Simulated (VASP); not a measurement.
Set up this calculation in VASP 6.6.1, as the native input.

* Task: relaxation of cell and atoms
* Functional: LDA
* Potentials or basis: VASP PAW LDA potentials, release 64 (Ba_sv, Ti_sv, O)
* Cutoff: 520 eV
* k mesh: 8 × 8 × 8
* Occupations: gaussian, width 0.02 eV
* Spin: no spin polarisation
* Further INCAR settings: ALGO = Normal; EDIFF = 1e-07; IBRION = 2; EDIFFG = -0.002; NSW = 80; ISIF = 3

The structure of BaTiO3 lies in POSCAR:

```
BaTiO3
1.0
    3.9855000000      0.0000000000      0.0000000000
    0.0000000000      2.8369000000      2.8451500000
    0.0000000000     -2.8369000000      2.8451500000
Ba Ti O
1 1 3
Direct
    0.0000000000      0.0000000000      0.0000000000
    0.5000000000      0.5124000000      0.5124000000
    0.0000000000      0.4874000000      0.4874000000
    0.5000000000      0.5052400000      0.9918400000
    0.5000000000      0.9918400000      0.5052400000
```

One way to write it, as run:

INCAR

```
SYSTEM = BaTiO3
ALGO     = Normal         ! electronic algorithm
EDIFF    = 1E-7           ! SCF threshold, eV
EDIFFG   = -0.002         ! ionic threshold
ENCUT    = 520            ! plane-wave cutoff, eV
IBRION   = 2              ! ionic algorithm
ISIF     = 3              ! what is computed and relaxed
ISMEAR   = 0              ! smearing method
KPAR     = 8            
LASPH    = .True.         ! aspherical terms in the spheres
LCHARG   = .False.        ! write CHGCAR
LREAL    = .False.        ! projectors in reciprocal space
LWAVE    = .False.        ! write WAVECAR
NELM     = 80             ! most SCF steps
NSW      = 80             ! ionic steps
PREC     = Accurate       ! precision mode
SIGMA    = 0.02           ! smearing width, eV
```

KPOINTS

```
k-points
0
Gamma
  8 8 8
  0 0 0
```

Potentials or basis: VASP PAW LDA potentials, release 64 (Ba_sv, Ti_sv, O).

The run is started by

```console
$ cat potpaw_LDA.64/Ba_sv/POTCAR potpaw_LDA.64/Ti_sv/POTCAR potpaw_LDA.64/O/POTCAR > POTCAR
$ mpirun -np 8 vasp_std > vasp.out
```

Results of the run:

```
Relaxed volume                         : 12.43 Å³/atom
Relaxed cell                           : a = 3.940 Å, b = 3.972 Å, c = 3.972 Å, α = 89.91°, β = 90.00°, γ = 90.00°
Space group after relaxing (to 0.05 Å) : Amm2 (No. 38)
Energy gained by relaxing              : 13.2 meV/atom
Ionic steps                            : 22
Pressure after relaxing                : 0.0 GPa
Band gap on the k mesh                 : 1.94 eV, indirect (least direct gap 2.18 eV)
```

Caveat: spin-orbit coupling is left out, which moves the levels of the heavy elements.

It took 4.3 min on 8 MPI ranks on Intel(R) Xeon(R) 6975P-C (Granite Rapids), with other jobs on the host, peak memory 0.28 GiB a rank.
